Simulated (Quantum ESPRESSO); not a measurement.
Mn3Si:

```xyz
4
Lattice="0.0000 2.8610 2.8610 2.8610 0.0000 2.8610 2.8610 2.8610 0.0000" Properties=species:S:1:pos:R:3 pbc="T T T"
Mn    4.2915    4.2915    4.2915
Mn    1.4305    1.4305    1.4305
Mn    2.8610    2.8610    2.8610
Si    0.0000    0.0000    0.0000
```

Base run:

* Program: Quantum ESPRESSO 7.5
* Functional: PBEsol
* Potentials or basis: GBRV 1.5 PBEsol
* Cutoff: 612 eV
* Density cutoff: 4898 eV
* k mesh: 7 × 7 × 7
* Occupations: fermi-dirac, width 0.05 eV
* Spin: collinear spin, ferromagnetic start
* Starting moments: [4.0, 4.0, 4.0, 0.0] μB
* Hubbard terms: Mn d U = 8 eV

Its results: band gap on the k mesh none (metal or under the smearing width); pressure 65.2 GPa; net moment 12.29 μB per cell; site moments Mn +3.90, +4.17; Si -0.16 μB.

Problem. The run is repeated on the same cell with these changes: hubbard terms from Mn d U = 8 eV to Mn d U = 3 eV. What comes out?

Solution. Band gap on the k mesh none (metal or under the smearing width); pressure 26.6 GPa; net moment 10.03 μB per cell; site moments Mn +3.22, +3.47; Si -0.18 μB.

Caveats: the U is typed as a test and isn't derived for this compound; a pressure of tens of GPa on the cell as given is suspect, and the run, the potentials or the cell itself is likely at fault (some runs).
